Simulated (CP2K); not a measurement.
# NaCl under changes of volume

One of the cells (21.813 Å³/atom); the others are scaled copies at fixed shape and fractional positions:

```xyz
2
Lattice="3.9514 0.0000 0.0000 1.9757 3.4220 0.0000 1.9757 1.1407 3.2263" Properties=species:S:1:pos:R:3 pbc="T T T"
Cl    3.9514    2.2813    1.6132
Na    0.0000    0.0000    0.0000
```

The cell is a database's computed one.

- Program: CP2K 2026.2
- Functional: LDA
- Potentials or basis: GTH_POTENTIALS Cl GTH-PADE-q7, Na GTH-PADE-q9; TZVP-MOLOPT-PBE-GTH basis
- Density cutoff: 18368 eV
- k mesh: 8 × 8 × 8
- Occupations: fermi-dirac, width 0.01 eV
- Spin: no spin polarisation

```csv
volume (Å³/atom),energy over the lowest point (meV/atom),pressure (GPa),gap on the mesh (eV)
20.504,?,?,?
20.940,0.00,-0.3,4.92
21.376,1.63,-0.9,4.84
21.813,4.73,-1.4,4.76
22.249,9.15,-1.8,4.68
22.685,14.74,-2.3,4.61
23.121,21.37,-2.6,4.54
```

What does the run at 20.504 Å³/atom give?

Energy over the lowest point 0.05 meV/atom; pressure 0.3 GPa; gap on the mesh 5.01 eV.

Worked out: A Birch-Murnaghan fit of order 3 (a polynomial in V^(-2/3)) to the other rows has its minimum at 20.73 Å³/atom, just outside them, with B0 = V·E''(V) = 30 GPa and B' = 4.5. It gives 0.03 meV/atom at 20.504 Å³/atom, against the run's 0.05, and -dE/dV = 0.3 GPa, against 0.3. A straight line through the other rows of the gap, of slope -3.85 eV per unit of ln V (its deformation potential), extrapolates to 5.00 eV, against the run's 5.01.

Energies are extrapolated to zero smearing.

Caveats: the basis of atomic orbitals isn't converged, which shifts pressures, moduli and gaps.
